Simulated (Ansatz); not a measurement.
Task: a convergence test of the plane-wave cutoff of InSe, space group C2/m, with the Python package of Ansatz (0.2.0). Give the script and its output. Settings (first run): r2SCAN, PAW, cutoff 250 eV, 6×6×4 k-points, fixed occupations. The script varies cutoff (eV): 250, 350, 450, 550, 650, 750.

```
In Se
1.0
     5.86790   -2.05500    0.00000
     5.86790    2.05500    0.00000
    -1.59941    0.00000    4.32365
In Se
2 2
Direct
  0.88400 0.88400 0.00500
  0.11600 0.11600 0.99500
  0.66000 0.66000 0.64200
  0.34000 0.34000 0.35800
```

`ecut.py`:
```python
import csv
import warnings

import ansatz as az

params = {
    'smearing': 'Fixed',
    'functional': 'r2SCAN',
    'kgrid': (6, 6, 4),
}

warnings.simplefilter('ignore', az.DeckWarning)

lattice = az.Lattice.of(
    (5.867903, -2.055, 0.0),
    (5.867903, 2.055, 0.0),
    (-1.599415, 0.0, 4.323653),
)
sites = [
    ('In', (0.884, 0.884, 0.005)),
    ('In', (0.116, 0.116, 0.995)),
    ('Se', (0.66, 0.66, 0.642)),
    ('Se', (0.34, 0.34, 0.358)),
]
crystal = az.Crystal(lattice=lattice)
for symbol, position in sites:
    crystal = crystal.atom(symbol, position)

setup = (
    crystal.calculation()
    .occupations(params['smearing'])
    .functional(params['functional'])
    .kpoints(*params['kgrid'])
)

rows = []
for value in [250, 350, 450, 550, 650, 750]:
    r = setup.basis(value).run(threads=1, pin='off').report
    rows.append((value, r['free_energy_ev'] / len(r['lattice']['sites']), r['n_iterations'], r['n_pw']))

with open('ecut.csv', 'w', newline='') as handle:
    writer = csv.writer(handle)
    writer.writerow(['cutoff (eV)', 'F/atom (eV)', 'iterations', 'plane waves'])
    writer.writerows([round(v, 5) if isinstance(v, float) else v for v in row] for row in rows)

for row in rows[:-1]:
    shift = 1000 * (row[1] - rows[-1][1])
    print(f'{row[0]}: {shift:+.2f} meV/atom' + ('  (within 2 meV)' if abs(shift) < 2 else ''))
```

```console
$ python ecut.py
250: +712.83 meV/atom
350: +4.37 meV/atom
450: +1.19 meV/atom  (within 2 meV)
550: +0.38 meV/atom  (within 2 meV)
650: +0.23 meV/atom  (within 2 meV)
```

It writes `ecut.csv`:
```csv
cutoff (eV),F/atom (eV),iterations,plane waves
250,-5544.87499,7,915
350,-5545.58345,7,1553
450,-5545.58664,7,2247
550,-5545.58745,7,3041
650,-5545.5876,7,3929
750,-5545.58783,7,4847
```

From 450 eV on it stays within 2 meV an atom of the value at 750 eV; the first row (250 eV) is off by 712.8 meV and the last but one by 0.23 meV. The energy falls steadily, as expected when plane waves are added. The last run costs about 4.3 times the first.

What to keep in mind:
- This is a high-temperature or high-pressure form, not the ambient phase.
- The starting cell is as deposited in a crystallographic database; the results hold for this polymorph, which needn't be the stable one.
- Shifts are counted from the last row, which is itself no proven limit.
- The script silences the warnings on its input, which a real study should read.
- Run time: 110 s on 1 thread of Arm Neoverse V1, with other jobs on the host, peak memory 1.1 GiB.
